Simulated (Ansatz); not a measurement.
Write the native input for Ansatz 0.2.0 that does the following.

| Item | Value |
| --- | --- |
| Task | ladder of functionals |
| Functional | RPBE |
| Dispersion | D4 |
| Potentials or basis | Ansatz PAW earlier set |
| Cutoff | 520 eV (not typed: the program's choice for these potentials) |
| k mesh | 10 × 10 × 10 |
| Occupations | methfessel-paxton, width 0.1 eV |
| Spin | no spin polarisation |

The system is Hf.

```xyz
1
Lattice="-1.7297 1.7297 1.7297 1.7297 -1.7297 1.7297 1.7297 1.7297 -1.7297" Properties=species:S:1:pos:R:3 pbc="T T T"
Hf    0.0000    0.0000    0.0000
```

This isn't the form of Hf at room conditions, which is hcp.

The cell isn't the ideal one: volume scaled by 0.88.

These files were run (other wordings do the same):

input.yaml

```yaml
crystal:
  lattice:
    - [-1.7297025684, 1.7297025684, 1.7297025684]
    - [1.7297025684, -1.7297025684, 1.7297025684]
    - [1.7297025684, 1.7297025684, -1.7297025684]
  atoms:
    - { symbol: Hf, position: [0.0, 0.0, 0.0] }
hamiltonian:
  xc: rpbe
  pseudopotentials: { kind: paw, source: ansatz }
  dispersion: d4
kpoints:
  mp_grid: { grid: [10, 10, 10] }
scf:
  occupations: { method: methfessel_paxton, width: 0.1 }
output:
  forces: true
  stress: true
  eigenvalues: true
  xc_energy_on_converged_density: [lda, pbe, pbesol, revpbe, blyp, r2scan]
```

Potentials or basis: Ansatz PAW earlier set.

Launch:

```console
$ ansatz run input.yaml --threads 1 --pin off --max-ram 2560MiB --backend cpu --events-out ev --progress --plain --runs-dir out
```

Results of the run:

- Pressure: 9.0 GPa
- Band gap on the k mesh: none (metal or under the smearing width)

Caveat: pairwise dispersion overbinds metals, which lowers pressure and volume; the PAW data sets come from PBE, with cores solved anew for the run's functional, which leaves a small shift of forces and pressure.

Wall time 1.7 s on 1 thread of Arm Neoverse V1, with other jobs on the host, peak memory 0.28 GiB.
